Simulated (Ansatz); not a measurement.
# Honeycomb CdS monolayer in a perpendicular field

What dipole does a perpendicular field induce in the honeycomb CdS monolayer, and does the gap follow? A positive field points along +c.

Main program and level: Ansatz 0.2.0; plane-wave DFT, PBE-D3(BJ), Ansatz PAW (set soft_1); PAW set soft_1.

**1. The structure**

The cell holds 2 atoms: 1 S and 1 Cd. Its edges and angles: a = 4.250 Å, b = 4.250 Å, c = 31.000 Å, α = 90.0°, β = 90.0°, γ = 120.0°. Vacuum lies along c.

**2. Relaxation**

The starting cell is a guess, so the in-plane lattice and the atoms are relaxed first, with the slab cut off from its images along the normal.

The input, input.yaml:

```yaml
crystal:
  lattice:
    - [4.25, 0.0, 0.0]
    - [-2.125, 3.6806079661, 0.0]
    - [0.0, 0.0, 31.0]
  atoms:
    - { symbol: S, position: [0.6666666667, 0.3333333333, 0.5] }
    - { symbol: Cd, position: [0.3333333333, 0.6666666667, 0.5] }
  periodic: [true, true, false]
kpoints:
  mp_grid: { grid: [12, 12, 1] }
hamiltonian:
  xc: pbe
  dispersion: d3bj
  pseudopotentials: { kind: paw, azcp: { folder: soft_1 } }
scf:
  occupations: { method: fermi_dirac, width: 0.05 }
  convergence: { dr2_threshold: 1.0e-09 }
relax:
  f_tol: 0.004
  max_steps: 90
  cell: {}
output:
  write_potential: true
  write_density: true
  volumetric_format: npy
```

Run with:

```console
$ ansatz run input.yaml --threads 2 --pin off --max-ram 3072MiB --backend cpu --events-out ev --progress --plain --runs-dir out
```

Numbers of over 12 decimals in the logs are rounded to 6 here.

Output:

```text
Warning: relax.cell: scf.convergence.dr2_threshold = 1e-9 eV is looser than the 2e-10 eV advised for a relaxation that steers and ends on the stress (1e-10 eV for each atom of the cell: 2). What an SCF threshold leaves in a stress goes as its square root, and in the free energy as the threshold itself, and one threshold admits the most on a small cell: [figures from the program's tests cut] Set scf.convergence.dr2_threshold to 2e-10 eV or tighter. The threshold is an SCF's pass mark: one that does not reach it within its budget of iterations ends unconverged, or closes short of it on a stop that the run arms, and scf.convergence.dr2_threshold's page says what that costs each kind of run
Engine: ansatz 0.2.0, aarch64-unknown-linux-gnu
Pseudopotentials: kind: paw
Pseudopotential: S, paw, valence charge 6, recommended cutoff 420 eV (normal), soft_1/S.paw.azcp
Pseudopotential: Cd, paw, valence charge 20, recommended cutoff 420 eV (normal), soft_1/Cd.paw.azcp
Functional definition: PBE
  parameter kappa = 0.804
  parameter beta = 0.066725
  exchange = pbe_x(kappa = kappa, mu = beta*pi^2/3)
  correlation = pbe_c(beta = beta)
Crystal: 2 atoms, lattice volume = 484.920 Å³
Basis set: ecut = 420 eV, 9433 PW (Γ), exchange–correlation on 60×60×432 points (8 copies of the dense FFT grid, shifted against one another)
Bands: 17, of which v1, the nominal top of the filled ones, is band 13 counted from 1 (12 counted from 0)
Symmetry: 12 space group operations
Space group: P-6m2 (ITA 187), of the structure as read, at distance tolerance 7.9e-5 Å
k-points: 19 of 144 (time reversal used)
Non-local potential: S, projectors of the file, l = 0: 2, l = 1: 2, l = 2: 1
Non-local potential: Cd, projectors of the file, l = 0: 3, l = 1: 2, l = 2: 2, l = 3: 1
PAW form: soft (Blöchl's): semilocal exchange-correlation on the pseudo side does not see the compensation charge
PAW one-centre angular grid: S, 110 points (default); XC on 64 Gauss nodes
PAW one-centre angular grid: Cd, 590 points (default); XC on 64 Gauss nodes
Initial density: superposition of atomic densities (neutral atoms: chi_scale 0, normalization atom)
Initial wavefunctions: pseudopotential atomic-orbital guess
Functional: x = pbe(κ = 0.804, μ = 0.219515), c = pbe(β = 0.066725)
SCF iter   1: F=—  HF=-9158.451708 eV  |F-HF|=—  |Δ(HF+E_count)|=         —  Δρ=1.49e-2  dr2=2.48e0  ethr=3.10e-3  ⟨swp⟩=12.0  Hψ=2728  notcnv=0
preconditioner: auto → none  [insulator: Δε(μ)=2.369 eV  Ē_g=11.142 eV  σ=0.050 eV  W_gap=1.00  n_scr=16 (ndim 8)  ℏωp=7.2 eV  f_vac=0.844  D(μ)=0.00/eV (n_scr^D=0)  ε∞_Penn≈1.4]
SCF iter   2: F=—  HF=-9157.764321 eV  |F-HF|=—  |Δ(HF+E_count)|=   6.87e-1  Δρ=8.25e-3  dr2=3.38e-1  ethr=3.10e-3  ⟨swp⟩=4.5  Hψ=900  notcnv=0
SCF iter   3: F=—  HF=-9157.665819 eV  |F-HF|=—  |Δ(HF+E_count)|=   9.85e-2  Δρ=2.69e-3  dr2=2.92e-2  ethr=1.30e-3  ⟨swp⟩=3.8  Hψ=859  notcnv=0
SCF iter   4: F=—  HF=-9157.663234 eV  |F-HF|=—  |Δ(HF+E_count)|=   2.58e-3  Δρ=7.38e-4  dr2=2.00e-3  ethr=1.12e-4  ⟨swp⟩=2.9  Hψ=782  notcnv=0
SCF iter   5: F=—  HF=-9157.662779 eV  |F-HF|=—  |Δ(HF+E_count)|=   4.55e-4  Δρ=1.49e-4  dr2=4.68e-5  ethr=7.68e-6  ⟨swp⟩=2.9  Hψ=699  notcnv=0
SCF iter   6: F=—  HF=-9157.662816 eV  |F-HF|=—  |Δ(HF+E_count)|=   3.65e-5  Δρ=3.29e-5  dr2=5.21e-6  ethr=1.80e-7  ⟨swp⟩=3.6  Hψ=711  notcnv=0
SCF iter   7: F=—  HF=-9157.662839 eV  |F-HF|=—  |Δ(HF+E_count)|=   2.33e-5  Δρ=3.53e-6  dr2=4.56e-8  ethr=2.01e-8  ⟨swp⟩=2.9  Hψ=538  notcnv=0
SCF iter   8: F=—  HF=-9157.662746 eV  |F-HF|=—  |Δ(HF+E_count)|=   9.26e-5  Δρ=3.79e-7  dr2=5.62e-10  ethr=3.85e-12  ⟨swp⟩=11.2  Hψ=3129  notcnv=0
SCF iter   9: F=-9157.662746 eV  HF=-9157.662746 eV  |F-HF|=4.18e-11  |Δ(HF+E_count)|=  9.42e-10  Δρ=4.21e-8  dr2=9.66e-12  ethr=2.16e-12  ⟨swp⟩=6.9  Hψ=1936  notcnv=0
SCF 1 converged in 9 iterations: F = -9157.662746 eV  dr2 = 9.66e-12
  greatest PAW one-centre occupation: 1.000 electrons in one spin orbital (limit 2), on the Cd atom at site 1 (counted from 0), in its partial waves of l = 0
relax step   1: F+E_penalty+E_count = -9157.66274637 eV  Δ(F+E_penalty+E_count) = +0.000e0 eV  max|allowed force component| = 1.573e-16 eV/Å  Δτ_max = 0.0000 Å  P = -0.325 N/m  Ω = 484.920 Å³  fix = [c, alpha, beta]  reactions: c -0.000 N/m  (9 SCF iters, accepted)
Crystal: 2 atoms, lattice volume = 482.506 Å³
Basis set: ecut = 420 eV, 9373 PW (Γ), exchange–correlation on 60×60×432 points (8 copies of the dense FFT grid, shifted against one another)
Initial density: handed on by an earlier stage of this run
Initial wavefunctions: those handed on with the density
iter 1 solved again at ethr=2.51e-7 eV; its pass at ethr=3.10e-3 eV (dr2=6.52e-5 eV) is discarded
SCF iter   1: F=—  HF=-9157.663990 eV  |F-HF|=—  |Δ(HF+E_count)|=         —  Δρ=9.50e-5  dr2=7.33e-5  ethr=2.51e-7  ⟨swp⟩=4.8  Hψ=2367  notcnv=0
preconditioner: auto → none  [insulator: Δε(μ)=1.654 eV  Ē_g=11.377 eV  σ=0.050 eV  W_gap=1.00  n_scr=16 (ndim 8)  ℏωp=7.2 eV  f_vac=0.851  D(μ)=0.00/eV (n_scr^D=0)  ε∞_Penn≈1.4]
SCF iter   2: F=—  HF=-9157.664008 eV  |F-HF|=—  |Δ(HF+E_count)|=   1.84e-5  Δρ=3.98e-5  dr2=9.70e-6  ethr=2.51e-7  ⟨swp⟩=2.1  Hψ=522  notcnv=0
SCF iter   3: F=—  HF=-9157.663996 eV  |F-HF|=—  |Δ(HF+E_count)|=   1.21e-5  Δρ=1.60e-5  dr2=9.91e-7  ethr=3.73e-8  ⟨swp⟩=2.8  Hψ=599  notcnv=0
SCF iter   4: F=—  HF=-9157.663927 eV  |F-HF|=—  |Δ(HF+E_count)|=   6.94e-5  Δρ=4.20e-6  dr2=7.70e-8  ethr=3.81e-9  ⟨swp⟩=2.7  Hψ=567  notcnv=0
SCF iter   5: F=—  HF=-9157.663927 eV  |F-HF|=—  |Δ(HF+E_count)|=   1.60e-8  Δρ=9.14e-7  dr2=2.91e-9  ethr=2.96e-10  ⟨swp⟩=3.4  Hψ=712  notcnv=0
SCF iter   6: F=-9157.663927 eV  HF=-9157.663927 eV  |F-HF|=2.16e-10  |Δ(HF+E_count)|=   3.15e-9  Δρ=1.37e-7  dr2=9.95e-11  ethr=3.85e-12  ⟨swp⟩=11.4  Hψ=2313  notcnv=0
SCF 2 converged in 6 iterations: F = -9157.663927 eV  dr2 = 9.95e-11
relax step   2: F+E_penalty+E_count = -9157.66392696 eV  Δ(F+E_penalty+E_count) = -1.181e-3 eV  max|allowed force component| = 1.480e-16 eV/Å  Δτ_max = 0.0000 Å  P = -0.142 N/m  Ω = 482.506 Å³  energy of the carried Pulay correction = +4.323e-5 eV  fix = [c, alpha, beta]  reactions: c -0.000 N/m  (6 SCF iters, accepted)
Crystal: 2 atoms, lattice volume = 480.639 Å³
Basis set: ecut = 420 eV, 9337 PW (Γ), exchange–correlation on 60×60×432 points (8 copies of the dense FFT grid, shifted against one another)
iter 1 solved again at ethr=1.52e-7 eV; its pass at ethr=3.10e-3 eV (dr2=3.95e-5 eV) is discarded
SCF iter   1: F=—  HF=-9157.664287 eV  |F-HF|=—  |Δ(HF+E_count)|=         —  Δρ=7.46e-5  dr2=4.49e-5  ethr=1.52e-7  ⟨swp⟩=4.4  Hψ=2332  notcnv=0
preconditioner: auto → none  [insulator: Δε(μ)=1.666 eV  Ē_g=11.392 eV  σ=0.050 eV  W_gap=1.00  n_scr=16 (ndim 8)  ℏωp=7.2 eV  f_vac=0.851  D(μ)=0.00/eV (n_scr^D=0)  ε∞_Penn≈1.4]
SCF iter   2: F=—  HF=-9157.664316 eV  |F-HF|=—  |Δ(HF+E_count)|=   2.89e-5  Δρ=3.11e-5  dr2=5.86e-6  ethr=1.52e-7  ⟨swp⟩=2.1  Hψ=510  notcnv=0
SCF iter   3: F=—  HF=-9157.664296 eV  |F-HF|=—  |Δ(HF+E_count)|=   1.98e-5  Δρ=1.24e-5  dr2=5.94e-7  ethr=2.25e-8  ⟨swp⟩=3.0  Hψ=607  notcnv=0
SCF iter   4: F=—  HF=-9157.664222 eV  |F-HF|=—  |Δ(HF+E_count)|=   7.39e-5  Δρ=3.07e-6  dr2=4.21e-8  ethr=2.28e-9  ⟨swp⟩=2.6  Hψ=554  notcnv=0
SCF iter   5: F=—  HF=-9157.664222 eV  |F-HF|=—  |Δ(HF+E_count)|=   7.52e-9  Δρ=6.83e-7  dr2=1.61e-9  ethr=1.62e-10  ⟨swp⟩=3.3  Hψ=715  notcnv=0
SCF iter   6: F=-9157.664222 eV  HF=-9157.664222 eV  |F-HF|=1.98e-10  |Δ(HF+E_count)|=   1.88e-9  Δρ=1.02e-7  dr2=5.51e-11  ethr=3.85e-12  ⟨swp⟩=11.1  Hψ=2247  notcnv=0
SCF 3 converged in 6 iterations: F = -9157.664222 eV  dr2 = 5.51e-11
relax step   3: F+E_penalty+E_count = -9157.66422244 eV  Δ(F+E_penalty+E_count) = -2.955e-4 eV  max|allowed force component| = 1.573e-16 eV/Å  Δτ_max = 0.0000 Å  P = +0.003 N/m  Ω = 480.639 Å³  energy of the carried Pulay correction = +7.681e-5 eV  fix = [c, alpha, beta]  reactions: c +0.000 N/m  (6 SCF iters, accepted)
Initial wavefunctions: pseudopotential atomic-orbital guess (no wavefunctions were taken with the density)
iter 1 solved again at ethr=8.54e-7 eV; its pass at ethr=3.10e-3 eV (dr2=2.22e-4 eV) is discarded
SCF iter   1: F=—  HF=-9157.664194 eV  |F-HF|=—  |Δ(HF+E_count)|=         —  Δρ=5.14e-6  dr2=3.07e-8  ethr=8.54e-7  ⟨swp⟩=5.5  Hψ=3951  notcnv=0
eigensolver tolerance schedule: the retry pair's looser diagonalisation over-reported the residual by 7227.19 of it (diagonalisation noise at an unbounded share of the residual, at the tolerance the schedule requests for it); recorded, not acted on — ethr = c·dr2/N_el stays at c = 1.0e-1
preconditioner: auto → none  [insulator: Δε(μ)=1.662 eV  Ē_g=11.391 eV  σ=0.050 eV  W_gap=1.00  n_scr=16 (ndim 8)  ℏωp=7.2 eV  f_vac=0.852  D(μ)=0.00/eV (n_scr^D=0)  ε∞_Penn≈1.4]
SCF iter   2: F=—  HF=-9157.664142 eV  |F-HF|=—  |Δ(HF+E_count)|=   5.14e-5  Δρ=2.68e-6  dr2=1.54e-8  ethr=1.18e-10  ⟨swp⟩=5.1  Hψ=1053  notcnv=0
SCF iter   3: F=—  HF=-9157.664142 eV  |F-HF|=—  |Δ(HF+E_count)|=   2.80e-9  Δρ=1.18e-6  dr2=1.25e-9  ethr=5.93e-11  ⟨swp⟩=2.2  Hψ=508  notcnv=0
iter 4 met the thresholds in force, and the SCF goes on: an eigenvalue changes by 1.032 meV, over its tolerance of 1.031 meV (output.eigenvalues, Limitations)
SCF iter   4: F=-9157.664142 eV  HF=-9157.664142 eV  |F-HF|=4.66e-10  |Δ(HF+E_count)|=   1.72e-9  Δρ=5.01e-7  dr2=2.45e-10  ethr=3.85e-12  ⟨swp⟩=17.2  Hψ=2792  notcnv=0
SCF iter   5: F=-9157.664142 eV  HF=-9157.664142 eV  |F-HF|=1.82e-12  |Δ(HF+E_count)|=  5.06e-10  Δρ=1.23e-7  dr2=4.52e-11  ethr=1.00e-12  ⟨swp⟩=6.9  Hψ=1919  notcnv=0
SCF 4 converged in 5 iterations: F = -9157.664142 eV  dr2 = 4.52e-11
relax step   4: F+E_penalty+E_count = -9157.66414222 eV  Δ(F+E_penalty+E_count) = +8.022e-5 eV  max|allowed force component| = 1.480e-16 eV/Å  Δτ_max = 0.0000 Å  P = +0.003 N/m  Ω = 480.639 Å³  fix = [c, alpha, beta]  reactions: c +0.000 N/m  stress off target by 3.47e-3 N/m on what of the cell is left free  SCF on the basis re-selected at this cell (its energy is not comparable with the rows above)  (5 SCF iters)
basis re-selected at this cell: Δ(F+E_penalty+E_count) = +8.022e-5 eV, ΔP = +0.000 N/m vs the last step (what re-selecting the basis moved, of the pressure what is left beyond the Pulay correction that the steps carried, after the strain that the cell walked since its last selection, with what the two solves' SCF thresholds leave and, on support functions, any second-order correction that the steps lacked; it is no m [...]
WARN: The output density's exchange-correlation potential varies sharply where the density is thin. Do not read a vacuum level from v_tot or v_xc, or from such a field of the output density. On a cell that repeats whose density bears no net charge and no dipole along the vacuum's axis use v_es (v_loc + v_h of the components); under efield.dipole_correction with no amplitude use v_es + v_field, which holds any externa [...]
SCF converged after 5 iterations
an eigenvalue changed by more than its tolerance at an iteration that met the thresholds in force, so the SCF went on 1 time: the last check found none over its tolerance
Free energy (F): -9157.664142 eV
Harris-Foulkes:  -9157.664142 eV  (|F-HF|=1.82e-12)
Internal energy: -9157.664142 eV  (E = F + TS)
E sigma→0 (E₀):  -9157.664142 eV
Fermi energy:    -4.882538 eV
--- Per-component energies (eV) ---
  E_band       = -830.501541
  E_kinetic    = 545.368492
  E_local      = -32183.612906  (includes V_loc(G=0)·N_el)
  E_nonlocal   = 154.092572
  E_hartree    = 15748.912656
  E_xc         = -245.008507
  E_vxc        = -278.033852  (∫ρ·V_xc dr)
  E_paw        = -4707.348280  (= ΣΔE_a)
  E_vpaw       = -566.141685  (= ΣTr[D̂ρ^β])
  E_aug_tail   = 0.000344  (compensation charges beyond the density's cutoff)
  E_ewald      = 11530.192970
  E_disp       = -0.261483  (pairwise vdW)
  E_smearing   = -0.000000  (= −TS)
  E_closure    = -0.000000  (closes the sum)
  Σ components = -9157.664142   (vs F -9157.664142, Δ=0.00e0)
--- Forces (eV/Å), atoms counted from 1 ---
  atom   1  S      0.00000000     0.00000000    -0.00000000
  atom   2  Cd     0.00000000    -0.00000000     0.00000000
  max |Σ_I F_I| component: 7.40e-17 eV/Å
--- 2D stress c σ (N/m, compression-positive) ---
        0.003467      -0.000000      -0.000000
        0.000000       0.003467       0.000000
       -0.000000       0.000000       0.000000
  P = ½ c Tr σ = 0.0035 N/m
--- Band table (eV; the first three rows and the last of 19) ---
  k-point 0: bands = [... 9 lower, -12.6773, -6.9897, -5.7456, -5.7456, -4.0831, -0.6217, -0.4028, 0.2704]
  k-point 1: bands = [... 9 lower, -12.6704, -6.9341, -6.2125, -5.8530, -3.6558, -0.6010, -0.3199, 0.3341]
  k-point 2: bands = [... 9 lower, -12.6506, -7.0585, -6.7767, -6.1294, -2.9467, -0.5758, -0.1008, 0.5213]
  k-point 18: bands = [... 9 lower, -12.3288, -9.2180, -8.2261, -5.8721, -1.0004, -0.3328, 1.5810, 2.0720]
  the weakly bound empty levels are not read free of the cell's end (no_gap_told)
--- Relaxed structure (3 steps of the walk, 3 accepted, 1 SCFs on fresh bases) ---
  F+E_penalty+E_count = -9157.66414222 eV   max|allowed force component| = 1.480e-16 eV/Å   (the final SCF, on the basis selected at the relaxed cell)
  cell:  # Å, volume = 480.6395 Å³
    - [4.231200, 0, 0]
    - [-2.115600, 3.664327, 0]
    - [0, 0, 31.0]
  atoms:
    - { symbol: S, position: [0.666667, 0.333333, 0.5] }
    - { symbol: Cd, position: [0.333333, 0.666667, 0.5] }
```

Elapsed: 27 s, on 2 threads of Arm Neoverse V2, shared host; peak memory 0.62 GiB; 53 s of CPU time.

The steps of the relaxation:

| step | energy less that of the first step (eV) | largest force component (eV/Å) | volume (Å³) |
| --- | --- | --- | --- |
| 1 | 0.0000 | 0.0000 | 484.92 |
| 2 | -0.0012 | 0.0000 | 482.51 |
| 3 | -0.0015 | 0.0000 | 480.64 |
| 4* | -0.0014 | 0.0000 | 480.64 |

Relaxation steps marked * repeat the geometry before them on a plane-wave basis chosen anew for their cell, so energy and pressure can jump there.

Forces are held to the 12 operations that the run works with; a distortion that breaks them can't arise in this run.

| cell as run | before | after | change |
| --- | --- | --- | --- |
| a (Å) | 4.250 | 4.231 | -0.4 % |
| b (Å) | 4.250 | 4.231 | -0.4 % |

The relaxed structure:

```cif
data_structure
_symmetry_space_group_name_H-M 'P 1'
_symmetry_Int_Tables_number 1
_cell_length_a 4.2312
_cell_length_b 4.2312
_cell_length_c 31.0000
_cell_angle_alpha 90.000
_cell_angle_beta 90.000
_cell_angle_gamma 120.000
_cell_volume 480.64
loop_
_atom_site_label
_atom_site_type_symbol
_atom_site_fract_x
_atom_site_fract_y
_atom_site_fract_z
_atom_site_occupancy
S1 S 0.66667 0.33333 0.50000 1
Cd2 Cd 0.33333 0.66667 0.50000 1
```

The lattice constant a goes from 4.250 to 4.231 Å.

(Part 1 of 2 ends here.)

[Logs are printed without paths, hosts, clocks, repeated set-up lines and the standing remarks that a program may print on its own settings, such as how far it seeks lower states.]

[Hosts, paths, dates, database ids (printed as entryN), source tags and the programs' standing remarks are cut or masked in the printed files.]

[Maps of the electrostatic potential energy from Ansatz leave out the sawtooth potential of an applied field or a dipole correction, so their vacuum need not be flat; planar profiles and work functions include it.]
